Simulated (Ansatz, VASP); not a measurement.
One calculation of Ni, two programs

Contents of INCAR:

```
SYSTEM = Ni
PREC = Accurate
ENCUT = 520
EDIFF = 1E-6
ISMEAR = -1
SIGMA = 0.1
LREAL = .FALSE.
LASPH = .TRUE.
NELM = 80
ALGO = Normal
ISIF = 2
LWAVE = .FALSE.
LCHARG = .FALSE.
GGA = PE
NBANDS = 17
```

Contents of KPOINTS:

```
regular mesh
0
G
  12 12 12
  0 0 0
```

The input POSCAR:

```
Ni
1.0
    0.0000000000      2.6466013806      2.6466013806
    2.6466013806      0.0000000000      2.6466013806
    2.6466013806      2.6466013806      0.0000000000
Ni
2
Direct
    0.1250000000      0.1250000000      0.1250000000
    0.8750000000      0.8750000000      0.8750000000
```

Input for Ansatz:

```yaml
crystal:
  lattice:
    - [0.0, 2.6466013806, 2.6466013806]
    - [2.6466013806, 0.0, 2.6466013806]
    - [2.6466013806, 2.6466013806, 0.0]
  atoms:
    - { symbol: Ni, position: [0.125, 0.125, 0.125] }
    - { symbol: Ni, position: [0.875, 0.875, 0.875] }
hamiltonian:
  xc: pbe
  pseudopotentials:
    kind: paw
    azcp:
      Ni: "pseudopotentials/Ni.paw.azcp"
basis:
  ecutwfc: 420
  fft_grid_basis: typed
kpoints:
  mp_grid: { grid: [12, 12, 12], shift: [0, 0, 0] }
magnetization:
  spin_polarized: false
scf:
  occupations: { method: fermi_dirac, width: 0.1 }
  lower_state_search: "off"
output:
  stress: true
```

Alike in both runs: task single point; functional PBE; k mesh 12 × 12 × 12; occupations fermi-dirac, width 0.1 eV; no spin polarisation.

|  | VASP | Ansatz |
| --- | --- | --- |
| version | VASP 6.6.1 | Ansatz 0.2.0 |
| potentials or method | VASP PAW PBE potentials, release 64 (Ni) | plane waves (420 eV) with PAW, scalar-relativistic |
| plane-wave cutoff (eV) | 520 | 420 |
| valence electrons in the cell | 20 | 36 |

|  | VASP | Ansatz | Ansatz less VASP |
| --- | --- | --- | --- |
| pressure (GPa) | -7.7 | -7.9 | -0.14 |

With one functional, cell and mesh, what is left measures potentials, basis and numerics. The two sets of potentials don't hold the same shells in valence.

Caveats: the run has no spin polarisation, though such a crystal can be magnetic. Spin polarisation is off, so any magnetic state and its effect on volume and gap are missing.
